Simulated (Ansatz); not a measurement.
Write the native input for Ansatz 0.2.0 that does the following.

```
Task                : relaxation of cell and atoms
Functional          : PBEsol
Potentials or basis : Ansatz PAW
Cutoff              : 420 eV (not typed: the program's choice for these potentials)
k mesh              : 11 × 11 × 11
Occupations         : fermi-dirac, width 0.05 eV
Spin                : collinear spin, ferromagnetic start
Starting moments    : [4.0, 0.0, 0.0] μB
```

The system is MnO2.

```
CELL_PARAMETERS angstrom
1.42843 0.82471 4.58393
-1.42843 0.82471 4.58393
0.00000 -1.64941 4.58393
ATOMIC_POSITIONS crystal
Mn 0.00000 0.00000 0.00000
O 0.73564 0.73564 0.73564
O 0.26436 0.26436 0.26436
```

Measurements of this composition are mostly on another form, of space group No. 136.

These files were run (other wordings do the same):

input.yaml

```yaml
crystal:
  lattice:
    - [1.4284348394, 0.824707239, 4.5839315268]
    - [-1.4284348394, 0.824707239, 4.5839315268]
    - [0.0, -1.6494144781, 4.5839315268]
  atoms:
    - { symbol: Mn, position: [0.0, 0.0, 0.0], spin: 4.0 }
    - { symbol: O, position: [0.73563551, 0.73563551, 0.73563551] }
    - { symbol: O, position: [0.26436449, 0.26436449, 0.26436449] }
hamiltonian:
  xc: pbesol
  pseudopotentials: { kind: paw }
magnetization:
  spin_polarized: true
kpoints:
  mp_grid: { grid: [11, 11, 11] }
scf:
  occupations: { method: fermi_dirac, width: 0.05 }
output:
  forces: true
  stress: true
  eigenvalues: true
relax:
  f_tol: 0.01
  max_steps: 40
  cell: { stress_tol: 0.05 }
```

Potentials or basis: Ansatz PAW.

The run is started by

```bash
$ ansatz run input.yaml --threads 2 --pin off --max-ram 5632MiB --backend cpu --events-out ev --progress --plain --runs-dir out
```

It gave:

The relaxed volume is 11.51 Å³/atom and the relaxed cell is a = 5.206 Å, b = 5.206 Å, c = 5.206 Å, α = 31.67°, β = 31.67°, γ = 31.67°. The space group after relaxing (to 0.05 Å) is R-3m (No. 166). The energy gained by relaxing is 3.0 meV/atom. The ionic steps are 19, the pressure after relaxing is 0.0 GPa and the band gap on the k mesh is 0.77 eV, indirect (least direct gap 0.82 eV). The net moment is 3.00 μB per cell. The absolute moment is 3.03 μB per cell and the site moments are Mn +2.47; O +0.06 μB.

Caveat: odd divisions of the mesh miss points on the zone boundary, where band edges often lie, so the gap on the mesh can be too wide; the plane-wave basis is chosen anew once the cell has moved, so the energies of steps on either side of that aren't comparable; the pressure holds a Pulay correction of +0.8 GPa for the finite cutoff; a cell with one magnetic atom can't hold antiferromagnetic order, which such compounds often take; the PAW data sets come from PBE, with cores solved anew for the run's functional, which leaves a small shift of forces and pressure.

It took 2.5 min on 2 threads of Arm Neoverse V1, on a shared host, peak memory 0.44 GiB.
